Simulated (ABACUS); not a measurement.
# Mg (P6_3/mmc) in ABACUS: settings compared

Aim: see how the results for Mg move with the level of theory and the settings. Levels: PW91, PBE. Tasks: band structure, equation of state.

Program: ABACUS 3.10.1. These are calculated values, not measurements. Logs are shortened: lines on timing, memory, paths and dates and some standing lists are left out, and cuts for length are marked.

### Step 1. The structure

Symmetry: P6_3/mmc, No. 194, hexagonal system. The conventional cell has a = 3.209 Å, b = 3.209 Å, c = 5.210 Å, α = 90.00°, β = 90.00°, γ = 120.00°. Around Mg (site symmetry -6m2) lie 12 Mg at 3.20 to 3.21 Å.

### Step 2. Band structure, PW91

INPUT reads:

```
INPUT_PARAMETERS
suffix              Mg
calculation         nscf
basis_type          pw
pseudo_dir          ./
symmetry            -1
dft_functional      GGA_X_PW91+GGA_C_PW91
ecutwfc             84.0
pseudo_rcut         10
nspin               1
nbands              20
ks_solver           dav
smearing_method     fd
smearing_sigma      0.00367493
scf_thr             1e-08
scf_nmax            100
mixing_type         broyden
mixing_beta         0.7
init_chg            file
pw_diag_thr         1e-07
out_band            1
kpar                4
```

STRU reads:

```
ATOMIC_SPECIES
Mg 24.3050 Mg_ONCV_PBE-1.2.upf

LATTICE_CONSTANT
1.8897261246

LATTICE_VECTORS
3.2093000000 0.0000000000 0.0000000000
-1.6046500000 2.7793353284 0.0000000000
0.0000000000 0.0000000000 5.2103000000

ATOMIC_POSITIONS
Direct

Mg
0.0
2
0.6666666667 0.3333333333 0.7500000000 1 1 1
0.3333333333 0.6666666667 0.2500000000 1 1 1
```

KPT reads:

```
K_POINTS
12
Line
0.00000000 0.00000000 0.00000000 10 // G
0.50000000 0.00000000 0.00000000 10 // M
0.33333333 0.33333333 0.00000000 10 // K
0.00000000 0.00000000 0.00000000 10 // G
0.00000000 0.00000000 0.50000000 10 // A
0.50000000 0.00000000 0.50000000 10 // L
0.33333333 0.33333333 0.50000000 10 // H
0.00000000 0.00000000 0.50000000 1 // A
0.50000000 0.00000000 0.50000000 10 // L
0.50000000 0.00000000 0.00000000 1 // M
0.33333333 0.33333333 0.00000000 10 // K
0.33333333 0.33333333 0.50000000 1 // H
```

Potentials or basis: SG15 ONCV 1.2 PBE, plane waves.

On the command line:

```
$ OMP_NUM_THREADS=1 mpirun -np 4 abacus > log
```

running log:

```text
ABACUS v3.10.1

               Atomic-orbital Based Ab-initio Computation at UStc

 ------------------------------------------------------------------------------------

 READING GENERAL INFORMATION
                           global_out_dir = OUT.Mg/
                           global_in_card = INPUT
                               pseudo_dir = ./
                              orbital_dir =
                                    DSIZE = 4
                                    GSIZE = 1

 READING UNITCELL INFORMATION
                                    ntype = 1
                  lattice constant (Bohr) = 1.88973
              lattice constant (Angstrom) = 1

 READING ATOM TYPE 1
                               atom label = Mg
                      L=0, number of zeta = 1
                      L=1, number of zeta = 1
                      L=2, number of zeta = 1
             number of atom for this type = 2

                        TOTAL ATOM NUMBER = 2
DIRECT COORDINATES
    atom                   x                   y                   z     mag                  vx                  vy                  vz
taud_Mg1            0.6666666667        0.3333333333        0.7500000000  0.0000        0.0000000000        0.0000000000        0.0000000000
taud_Mg2            0.3333333333        0.6666666667        0.2500000000  0.0000        0.0000000000        0.0000000000        0.0000000000

                          Volume (Bohr^3) = 313.625
                             Volume (A^3) = 46.4744

 Lattice vectors: (Cartesian coordinate: in unit of a_0)
              +3.2093                  +0                  +0
             -1.60465            +2.77934                  +0
                   +0                  +0             +5.2103
 Reciprocal vectors: (Cartesian coordinate: in unit of 2 pi/a_0)
            +0.311594           +0.179899                  -0
                   -0           +0.359798                  -0
                   +0                  -0           +0.191928
 The esolver type has been set to : ksdft_pw

                PAO radial cut off (Bohr) = 10

 Read in pseudopotential file is Mg_ONCV_PBE-1.2.upf
                     pseudopotential type = NC
          exchange-correlation functional = PBE
                 nonlocal core correction = 0
                        valence electrons = 10
                                     lmax = 1
                           number of zeta = 0
                     number of projectors = 4
                           L of projector = 0
                           L of projector = 0
                           L of projector = 1
                           L of projector = 1
 XC functional updated to : GGA_X_PW91+GGA_C_PW91
          exchange-correlation functional = GGA_X_PW91+GGA_C_PW91
     initial pseudo atomic orbital number = 0

 SETUP THE ELECTRONS NUMBER
            electron number of element Mg = 10
      total electron number of element Mg = 20
            AUTOSET number of electrons:  = 20
                           occupied bands = 10
                                   NBANDS = 20
                                   NLOCAL = 18

%%%%%%%%%%%%%%%%%%%%%%%%%%%%%%%%%%%%%%%%%%%%%%%%%%%%%%%%%%%%%%%%%%%%%%%%%%%%%%%%%%%%%%%%%%%%%%%%%%%%%%%%%%
 Warning: the number of valence electrons in pseudopotential > 2 for Mg: [Ne] 3s2
 Pseudopotentials with additional electrons can yield (more) accurate outcomes, but may be less efficient.
 If you're confident that your chosen pseudopotential is appropriate, you can safely ignore this warning.
%%%%%%%%%%%%%%%%%%%%%%%%%%%%%%%%%%%%%%%%%%%%%%%%%%%%%%%%%%%%%%%%%%%%%%%%%%%%%%%%%%%%%%%%%%%%%%%%%%%%%%%%%%

 SETUP THE PLANE WAVE BASIS
 energy cutoff for charge/potential (unit:Ry) = 336
            fft grid for charge/potential = [ 36, 36, 60 ]
                        fft grid division = [ 1, 1, 1 ]
        big fft grid for charge/potential = [ 36, 36, 60 ]
                                     nbxx = 77760
                                     nrxx = 77760

 SETUP PLANE WAVES FOR CHARGE/POTENTIAL
                    number of plane waves = 32559
                         number of sticks = 847

 PARALLEL PW FOR CHARGE/POTENTIAL
     PROC   COLUMNS(POT)             PW
        1            847          32559
 --------------- sum -------------------
        1            847          32559
                            number of |g| = 1560
                                  max |g| = 30.3858
                                  min |g| = 0

----------- Double Check Mixing Parameters Begin ------------
mixing_type: broyden
mixing_beta: 0.7
mixing_gg0: 1
mixing_gg0_min: 0.1
mixing_ndim: 8
----------- Double Check Mixing Parameters End ------------

 SETUP K-POINTS
                                    nspin = 1
                                   nkstot = 93
K-POINTS DIRECT COORDINATES
 KPOINTS    DIRECT_X    DIRECT_Y    DIRECT_Z  WEIGHT
       1  0.00000000  0.00000000  0.00000000  1.0000
       2  0.05000000  0.00000000  0.00000000  1.0000
       3  0.10000000  0.00000000  0.00000000  1.0000
       4  0.15000000  0.00000000  0.00000000  1.0000
       5  0.20000000  0.00000000  0.00000000  1.0000
       6  0.25000000  0.00000000  0.00000000  1.0000
[... 22 lines left out ...]
      29  0.06666667  0.06666667  0.00000000  1.0000
      30  0.03333333  0.03333333  0.00000000  1.0000
[... 63 further k points ...]

           k-point number in this process = 24
       minimum distributed K point number = 23

[... K-POINTS CARTESIAN COORDINATES: 24 rows ...]

[... K-POINTS DIRECT COORDINATES: 24 rows ...]

 SETUP PLANE WAVES FOR WAVE FUNCTIONS
     energy cutoff for wavefunc (unit:Ry) = 84
              fft grid for wave functions = [ 36, 36, 60 ]
                    number of plane waves = 5119
                         number of sticks = 253

 PARALLEL PW FOR WAVE FUNCTIONS
     PROC   COLUMNS(POT)             PW
        1            253           5119
 --------------- sum -------------------
        1            253           5119

 SETUP NONLOCAL PSEUDOPOTENTIALS IN PLANE WAVE BASIS
 Mg non-local projectors:
 projector 1 L=0
 projector 2 L=0
 projector 3 L=1
 projector 4 L=1
      TOTAL NUMBER OF NONLOCAL PROJECTORS = 16

 Init Non-Local PseudoPotential table :
 Init Non-Local-Pseudopotential done.

                                     npwx = 4100

 -------------------------------------------
 NONSELF-CONSISTENT
 -------------------------------------------
                                 init_chg = file
 try to read charge from file
 Read in the charge density: OUT.Mg//Mg-CHARGE-DENSITY.restart

 PW ALGORITHM --------------- ION=   1  ELEC=   1--------------------------------
 k(1/93) Iter steps (avg)=30 threshold=1e-07
 k(2/93) Iter steps (avg)=30 threshold=1e-07
 k(3/93) Iter steps (avg)=23 threshold=1e-07
 k(4/93) Iter steps (avg)=20 threshold=1e-07
 k(5/93) Iter steps (avg)=20 threshold=1e-07
 k(6/93) Iter steps (avg)=16 threshold=1e-07
 k(7/93) Iter steps (avg)=14 threshold=1e-07
 k(8/93) Iter steps (avg)=14 threshold=1e-07

 k(9/93) Iter steps (avg)=14 threshold=1e-07
 k(10/93) Iter steps (avg)=12 threshold=1e-07
 k(11/93) Iter steps (avg)=12 threshold=1e-07
 k(12/93) Iter steps (avg)=13 threshold=1e-07
 k(13/93) Iter steps (avg)=14 threshold=1e-07
 k(14/93) Iter steps (avg)=15 threshold=1e-07
 k(15/93) Iter steps (avg)=16 threshold=1e-07
 k(16/93) Iter steps (avg)=19 threshold=1e-07
 k(17/93) Iter steps (avg)=22 threshold=1e-07
 k(18/93) Iter steps (avg)=31 threshold=1e-07
 k(19/93) Iter steps (avg)=23 threshold=1e-07
 k(20/93) Iter steps (avg)=20 threshold=1e-07
 k(21/93) Iter steps (avg)=17 threshold=1e-07
 k(22/93) Iter steps (avg)=29 threshold=1e-07
 k(23/93) Iter steps (avg)=27 threshold=1e-07
 k(24/93) Iter steps (avg)=25 threshold=1e-07
[... levels at 24 k points of this process ...]

 Density error is 0.00000000000
                          Error Threshold = 1.00000000000e-07
----------------------------------------------------------
     Energy           Rydberg                 eV
----------------------------------------------------------
 E_KohnSham     -217.3690911983      -2957.4582093788
 E_KS(sigma->0) -217.3685012010      -2957.4501820540
 E_Harris       -217.3690911983      -2957.4582093788
 E_band         -52.0508830408       -708.1885952859
 E_one_elec     -148.9328250220      -2026.3350395363
 E_Hartree      66.5238023721        905.1027648859
 E_xc           -27.8425653373       -378.8175355249
 E_Ewald        -107.1163232165      -1457.3923445538
 E_entropy(-TS) -0.0011799946        -0.0160546496
 E_descf        0.0000000000         0.0000000000
 E_exx          0.0000000000         0.0000000000
 E_Fermi        0.4219485544         5.7409046030
----------------------------------------------------------

 charge density convergence is achieved
 final etot is -2957.4582094 eV
 EFERMI = 5.7409046030 eV

 STATE ENERGY(eV) AND OCCUPATIONS    NSPIN == 1
 1/24 kpoint (Cartesian) = 0.0000 0.0000 0.0000 (4031 pws)
       1       -70.0859      0.0215054
       2       -70.0830      0.0215054
       3       -36.8455      0.0215054
       4       -36.8150      0.0215054
       5       -36.8103      0.0215054
       6       -36.8103      0.0215054
[... 12 lines left out ...]
      19        20.5717        0.00000
      20        21.1028        0.00000

 2/24 kpoint (Cartesian) = 0.015580 0.0089950 0.0000 (4043 pws)
       1       -70.0859      0.0215054
       2       -70.0830      0.0215054
       3       -36.8453      0.0215054
       4       -36.8151      0.0215054
       5       -36.8108      0.0215054
       6       -36.8105      0.0215054
[... 12 lines left out ...]
      19        20.4963        0.00000
      20        20.6236        0.00000

 3/24 kpoint (Cartesian) = 0.031159 0.017990 0.0000 (4057 pws)
       1       -70.0857      0.0215054
       2       -70.0830      0.0215054
       3       -36.8446      0.0215054
       4       -36.8154      0.0215054
       5       -36.8124      0.0215054
       6       -36.8110      0.0215054
[... 12 lines left out ...]
      19        20.1362        0.00000
      20        20.5128        0.00000

 4/24 kpoint (Cartesian) = 0.046739 0.026985 0.0000 (4067 pws)
       1       -70.0854      0.0215054
       2       -70.0830      0.0215054
       3       -36.8435      0.0215054
       4       -36.8159      0.0215054
       5       -36.8148      0.0215054
       6       -36.8118      0.0215054
[... 12 lines left out ...]
      19        19.6847        0.00000
      20        20.3965        0.00000

 5/24 kpoint (Cartesian) = 0.062319 0.035980 0.0000 (4075 pws)
       1       -70.0851      0.0215054
       2       -70.0828      0.0215054
       3       -36.8420      0.0215054
       4       -36.8179      0.0215054
       5       -36.8166      0.0215054
       6       -36.8135      0.0215054
[... 12 lines left out ...]
      19        19.7172        0.00000
      20        20.5707        0.00000

 6/24 kpoint (Cartesian) = 0.077899 0.044975 0.0000 (4065 pws)
       1       -70.0847      0.0215054
       2       -70.0827      0.0215054
       3       -36.8402      0.0215054
       4       -36.8213      0.0215054
       5       -36.8176      0.0215054
       6       -36.8170      0.0215054
[... 12 lines left out ...]
      19        19.6785        0.00000
      20        20.0964        0.00000

[... levels at 18 further k points ...]

 --------------------------------------------
 !FINAL_ETOT_IS -2957.458209378750 eV
 --------------------------------------------

 Output bands in file: OUT.Mg/BANDS_1.dat
```

Run time: 9 s. Hardware: 4 MPI ranks of AMD EPYC 9R14 (Zen 4), shared host; peak memory 0.44 GiB.

Levels at the corners of the path, in eV from the Fermi level:
| point | band 7 | band 8 | band 9 | band 10 | band 11 | band 12 | band 13 | band 14 |
| --- | --- | --- | --- | --- | --- | --- | --- | --- |
| Γ | -42.85 | -42.85 | -6.86 | -1.63 | -1.22 | 10.91 | 10.91 | 10.98 |
| M | -42.86 | -42.85 | -2.10 | -2.09 | 2.66 | 3.06 | 3.27 | 3.69 |
| K | -42.86 | -42.86 | -0.57 | -0.57 | -0.56 | 4.12 | 4.12 | 4.31 |
| Γ | -42.85 | -42.85 | -6.86 | -1.63 | -1.22 | 10.91 | 10.91 | 10.98 |
| A | -42.85 | -42.85 | -5.47 | -5.47 | 5.02 | 5.02 | 11.67 | 11.67 |
| L | -42.85 | -42.85 | -1.06 | -1.06 | -0.42 | -0.42 | 8.00 | 8.00 |
| H | -42.86 | -42.86 | 0.22 | 0.22 | 0.72 | 0.72 | 1.53 | 1.53 |
| A | -42.85 | -42.85 | -5.47 | -5.47 | 5.02 | 5.02 | 11.67 | 11.67 |
| L | -42.85 | -42.85 | -1.06 | -1.06 | -0.42 | -0.42 | 8.00 | 8.00 |
| M | -42.86 | -42.85 | -2.10 | -2.09 | 2.66 | 3.06 | 3.27 | 3.69 |
| K | -42.86 | -42.86 | -0.57 | -0.57 | -0.56 | 4.12 | 4.12 | 4.31 |
| H | -42.86 | -42.86 | 0.22 | 0.22 | 0.72 | 0.72 | 1.53 | 1.53 |

Caveat: the density is read from an earlier self-consistent run, whose mesh may be coarse.

### Step 3. Band structure, PBE

INPUT reads:

```
INPUT_PARAMETERS
suffix              Mg
calculation         nscf
basis_type          lcao
pseudo_dir          ./
orbital_dir         ./
symmetry            -1
dft_functional      pbe
ecutwfc             100.0
pseudo_rcut         10
nspin               1
nbands              20
ks_solver           genelpa
smearing_method     fd
smearing_sigma      0.00367493
scf_thr             1e-07
scf_nmax            100
mixing_type         broyden
mixing_beta         0.7
init_chg            file
out_band            1
```

STRU reads:

```
ATOMIC_SPECIES
Mg 24.3050 Mg_ONCV_PBE-1.2.upf

NUMERICAL_ORBITAL
Mg_confined-atom_8au_4s3p2d1f.orb

LATTICE_CONSTANT
6.0646980518

LATTICE_VECTORS
1.0000000000 0.0000000000 0.0000000000
-0.5000000000 0.8660254038 0.0000000000
0.0000000000 0.0000000000 1.6235004518

ATOMIC_POSITIONS
Cartesian

Mg
0.0
2
0.5000000000 0.2886751346 1.2176253389 1 1 1
-0.0000000001 0.5773502692 0.4058751130 1 1 1
```

KPT is that of step 2.

Potentials or basis: SG15 ONCV 1.2 PBE, TZDP LCAO (the cutoffs set its grid).

On the command line:

```
$ OMP_NUM_THREADS=1 mpirun -np 4 abacus > log
```

running log:

```text
ABACUS v3.10.1

               Atomic-orbital Based Ab-initio Computation at UStc

 ------------------------------------------------------------------------------------

 READING GENERAL INFORMATION
                           global_out_dir = OUT.Mg/
                           global_in_card = INPUT
                               pseudo_dir = ./
                              orbital_dir = ./
                                    DSIZE = 4
                                    GSIZE = 1

 READING UNITCELL INFORMATION
                                    ntype = 1
                  lattice constant (Bohr) = 6.0647
              lattice constant (Angstrom) = 3.2093

 READING ATOM TYPE 1
                               atom label = Mg
                      L=0, number of zeta = 4
                      L=1, number of zeta = 3
                      L=2, number of zeta = 2
                      L=3, number of zeta = 1
             number of atom for this type = 2

                        TOTAL ATOM NUMBER = 2
[... 182 lines left out ...]
----------------------------------------------------------
     Energy           Rydberg                 eV
----------------------------------------------------------
 E_KohnSham     -217.2637281732      -2956.0246718792
 E_KS(sigma->0) -217.2631413165      -2956.0166872838
 E_Harris       -217.2637281732      -2956.0246718792
 E_band         -51.9918242500       -707.3850592151
 E_one_elec     -148.8840674083      -2025.6716581686
 E_Hartree      66.4670802097        904.3310202754
 E_xc           -27.7292440468       -377.2757202696
 E_Ewald        -107.1163232144      -1457.3923445255
 E_entropy(-TS) -0.0011737135        -0.0159691908
 E_descf        0.0000000000         0.0000000000
 E_exx          0.0000000000         0.0000000000
 E_Fermi        0.4218706348         5.7398444521
----------------------------------------------------------

 charge density convergence is achieved
 final etot is -2956.0246719 eV
 EFERMI = 5.7398444521 eV

 STATE ENERGY(eV) AND OCCUPATIONS    NSPIN == 1
 1/93 kpoint (Cartesian) = 0.0000 0.0000 0.0000 (1319 pws)
       1       -70.0129      0.0215054
       2       -70.0102      0.0215054
       3       -36.7971      0.0215054
       4       -36.7692      0.0215054
       5       -36.7692      0.0215054
       6       -36.7665      0.0215054
[... 122 lines left out ...]
      19        19.6878        0.00000
      20        20.1648        0.00000

[... levels at 87 further k points ...]

 --------------------------------------------
 !FINAL_ETOT_IS -2956.024671879164 eV
 --------------------------------------------

 Output bands in file: OUT.Mg/BANDS_1.dat
```

stdout:

```text
ABACUS v3.10.1

               Atomic-orbital Based Ab-initio Computation at UStc

%%%%%%%%%%%%%%%%%%%%%%%%%%%%%%%%%%%%%%%%%%%%%%%%%%%%%%%%%%%%%%%%%%%%%%%%%%%%%%%%%%%%%%%%%%%%%%%%%%%%%%%%%
 Warning: the number of valence electrons in pseudopotential > 2 for Mg: [Ne] 3s2
[... 17 lines left out ...]
 ---------------------------------------------------------
 -------------------------------------------
 NONSELF-CONSISTENT :
 -------------------------------------------
 START CHARGE      : file
 ITER       ETOT/eV          EDIFF/eV         DRHO     TIME/s
 GE1     -2.95602467e+03   0.00000000e+00   0.0000e+00   0.66
```

Wall time 0.98 s (4 MPI ranks of Intel Xeon Platinum 8488C (Sapphire Rapids), shared host); peak memory 0.4 GiB.

Levels at the corners of the path, in eV from the Fermi level:
```csv
point,band 6,band 7,band 8,band 9,band 10,band 11,band 12,band 13,band 14,band 15
Γ,-42.78,-42.78,-42.78,-6.84,-1.61,-1.20,10.94,10.94,11.01,11.01
M,-42.79,-42.79,-42.79,-2.08,-2.07,2.70,3.06,3.29,3.71,6.85
K,-42.80,-42.80,-42.80,-0.55,-0.55,-0.55,4.15,4.15,4.33,4.89
Γ,-42.78,-42.78,-42.78,-6.84,-1.61,-1.20,10.94,10.94,11.01,11.01
A,-42.78,-42.78,-42.78,-5.46,-5.46,5.05,5.05,11.70,11.70,11.70
L,-42.79,-42.79,-42.79,-1.04,-1.04,-0.41,-0.41,8.02,8.02,8.07
H,-42.80,-42.79,-42.79,0.26,0.26,0.73,0.73,1.56,1.56,10.85
A,-42.78,-42.78,-42.78,-5.46,-5.46,5.05,5.05,11.70,11.70,11.70
L,-42.79,-42.79,-42.79,-1.04,-1.04,-0.41,-0.41,8.02,8.02,8.07
M,-42.79,-42.79,-42.79,-2.08,-2.07,2.70,3.06,3.29,3.71,6.85
K,-42.80,-42.80,-42.80,-0.55,-0.55,-0.55,4.15,4.15,4.33,4.89
H,-42.80,-42.79,-42.79,0.26,0.26,0.73,0.73,1.56,1.56,10.85
```

Caveat: the atomic orbitals were generated for these runs and aren't a published set; the density is read from an earlier self-consistent run, whose mesh may be coarse; the basis of atomic orbitals isn't converged, which shifts pressures, moduli and gaps.

(Continued in part 2 of 2.)
